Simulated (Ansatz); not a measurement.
# Pb: single points about a listed cell

A set of self-consistent runs on Pb under moves of single atoms, random distortions, further strains and shifts, distortions that keep the symmetry, other functionals, to map its energy surface near the listed cell.

Computed with Ansatz 0.2.0 (DFT PBE, scalar-relativistic, plane waves, PAW, unless a step's input says otherwise).

## (1) Starting point

The structure is cubic, space group Im-3m (No. 229). The conventional cell has a = 3.959 Å, b = 3.959 Å, c = 3.959 Å, α = 90.00°, β = 90.00°, γ = 90.00°. Pb (site symmetry m-3m) is surrounded by 8 Pb at 3.43 Å.

Structure file:

```
CELL_PARAMETERS angstrom
-1.97966 1.97966 1.97966
1.97966 -1.97966 1.97966
1.97966 1.97966 -1.97966
ATOMIC_POSITIONS crystal
Pb 0.00000 0.00000 0.00000
```

The structure comes from the Materials Project (structure only).

## (2) A change within the space group

What differs from the listed cell: strain xx, yy, zz, yz, xz, xy = -2.9, -2.9, -2.9, +0.0, +0.0, +0.0 %.

File input.yaml:

```yaml
crystal:
  lattice:
    - [-1.922506795, 1.922506795, 1.922506795]
    - [1.922506795, -1.922506795, 1.922506795]
    - [1.922506795, 1.922506795, -1.922506795]
  atoms:
    - { symbol: Pb, position: [0.0, 0.0, 0.0] }
basis:
  ecutwfc: 420
kpoints:
  mp_grid: { grid: [16, 16, 16] }
hamiltonian:
  xc: pbe
scf:
  occupations: { method: gaussian, width: 0.1 }
output:
  forces: true
  stress: true
  eigenvalues: true
  populations: true
```

## (3) A change within the space group

File input.yaml:

```yaml
crystal:
  lattice:
    - [-1.9970211811, 1.9970211811, 1.9970211811]
    - [1.9970211811, -1.9970211811, 1.9970211811]
    - [1.9970211811, 1.9970211811, -1.9970211811]
  atoms:
    - { symbol: Pb, position: [0.0, 0.0, 0.0] }
basis:
  ecutwfc: 420
kpoints:
  mp_grid: { grid: [16, 16, 16] }
hamiltonian:
  xc: pbe
scf:
  occupations: { method: gaussian, width: 0.1 }
output:
  forces: true
  stress: true
  eigenvalues: true
```

## (4) Another functional, on a distorted cell: r2SCAN

File input.yaml:

```yaml
crystal:
  lattice:
    - [-1.9977734517, 1.9977734517, 1.9977734517]
    - [1.9977734517, -1.9977734517, 1.9977734517]
    - [1.9977734517, 1.9977734517, -1.9977734517]
  atoms:
    - { symbol: Pb, position: [0.0, 0.0, 0.0] }
basis:
  ecutwfc: 500
kpoints:
  mp_grid: { grid: [16, 16, 16] }
hamiltonian:
  xc: r2scan
scf:
  occupations: { method: gaussian, width: 0.1 }
output:
  forces: true
  stress: true
  eigenvalues: true
```

## (5) Another functional, on a distorted cell: PBEsol

File input.yaml:

```yaml
crystal:
  lattice:
    - [-1.9512316553, 1.9512316553, 1.9512316553]
    - [1.9512316553, -1.9512316553, 1.9512316553]
    - [1.9512316553, 1.9512316553, -1.9512316553]
  atoms:
    - { symbol: Pb, position: [0.0, 0.0, 0.0] }
basis:
  ecutwfc: 420
kpoints:
  mp_grid: { grid: [16, 16, 16] }
hamiltonian:
  xc: pbesol
scf:
  occupations: { method: gaussian, width: 0.1 }
output:
  forces: true
  stress: true
  eigenvalues: true
```

## (6) Random moves and strain, cell strained

File input.yaml:

```yaml
crystal:
  lattice:
    - [-1.9347608877, 1.9907456603, 2.0206583163]
    - [1.9495291481, -1.9953384705, 2.0400193869]
    - [1.8821019433, 1.942679526, -2.0252511265]
  atoms:
    - { symbol: Pb, position: [0.0, 0.0, 0.0] }
basis:
  ecutwfc: 420
kpoints:
  mp_grid: { grid: [14, 14, 14] }
hamiltonian:
  xc: pbe
scf:
  occupations: { method: gaussian, width: 0.1 }
output:
  forces: true
  stress: true
  eigenvalues: true
  populations: true
```

## (7) A distortion that keeps the symmetry

File input.yaml:

```yaml
crystal:
  lattice:
    - [-1.9631690025, 1.9631690025, 1.9631690025]
    - [1.9631690025, -1.9631690025, 1.9631690025]
    - [1.9631690025, 1.9631690025, -1.9631690025]
  atoms:
    - { symbol: Pb, position: [0.0, 0.0, 0.0] }
basis:
  ecutwfc: 420
kpoints:
  mp_grid: { grid: [16, 16, 16] }
hamiltonian:
  xc: pbe
scf:
  occupations: { method: gaussian, width: 0.1 }
output:
  forces: true
  stress: true
  eigenvalues: true
  populations: true
```

## (8) A random distortion, cell strained

File input.yaml:

```yaml
crystal:
  lattice:
    - [-1.8427661077, 1.9399277992, 1.840152957]
    - [1.9578239217, -1.8723026284, 1.8875856003]
    - [1.9422637975, 1.9718003182, -1.7725277862]
  atoms:
    - { symbol: Pb, position: [0.0, 0.0, 0.0] }
basis:
  ecutwfc: 420
kpoints:
  mp_grid: { grid: [14, 14, 14] }
hamiltonian:
  xc: pbe
scf:
  occupations: { method: gaussian, width: 0.1 }
output:
  forces: true
  stress: true
  eigenvalues: true
```

## (9) A single atom displaced

File input.yaml:

```yaml
crystal:
  lattice:
    - [-1.9796595667, 1.9796595667, 1.9796595667]
    - [1.9796595667, -1.9796595667, 1.9796595667]
    - [1.9796595667, 1.9796595667, -1.9796595667]
  atoms:
    - { symbol: Pb, position: [0.0113655905, 0.0, 0.0113655905] }
basis:
  ecutwfc: 420
kpoints:
  mp_grid: { grid: [14, 14, 14] }
hamiltonian:
  xc: pbe
scf:
  occupations: { method: gaussian, width: 0.1 }
output:
  forces: true
  stress: true
  eigenvalues: true
```

## (10) A distortion of lower symmetry

File input.yaml:

```yaml
crystal:
  lattice:
    - [-1.9650298825, 2.1431992435, 1.9650298825]
    - [1.9650298825, -2.1431992435, 1.9650298825]
    - [1.9650298825, 2.1431992435, -1.9650298825]
  atoms:
    - { symbol: Pb, position: [0.0, 0.0, 0.0] }
basis:
  ecutwfc: 420
kpoints:
  mp_grid: { grid: [14, 14, 14] }
hamiltonian:
  xc: pbe
scf:
  occupations: { method: gaussian, width: 0.1 }
output:
  forces: true
  stress: true
  eigenvalues: true
  populations: true
```

What does the calculation give? Wanted: for each run, case; energy; pressure; largest force.

**Answer**, as computed:

```
step                                             case  energy (meV/atom)  pressure (GPa)  largest force (eV/Å)  gap on the mesh (eV)
   2                  a change within the space group               +0.0             5.9                  0.00                  0.00
   3                  a change within the space group              -57.8             0.1                  0.00                  0.00
   4  another functional, on a distorted cell: r2SCAN                n/a            -1.2                  0.00                  0.00
   5  another functional, on a distorted cell: PBEsol                n/a             0.3                  0.00                  0.00
   6           random moves and strain, cell strained             -49.6*             1.9                  0.00                  0.00
   7             a distortion that keeps the symmetry              -46.3             2.3                  0.00                  0.00
   8               a random distortion, cell strained             +16.9*             6.4                  0.00                  0.00
   9                          a single atom displaced             -49.3*             1.1                  0.00                  0.00
  10                   a distortion of lower symmetry             -58.9*            -1.2                  0.00                  0.00
```

Energies are counted from step 2, with the smearing taken to zero; a star marks another k mesh, which can shift energies by itself, so starred rows don't rank against the others. Other atoms or functionals have another zero of energy (n/a). A gap of 0.00 means none on the mesh at this level.

What this shows: With one atom in the cell, moving it shifts the whole crystal, so no force arises from that. The pressure is 6.4 GPa in the smallest cell and -1.2 GPa in the largest; between them shape and moved atoms count too. The distorted cells of the listed formula and level show no gap on the mesh. Spin-orbit coupling is left out for Pb.
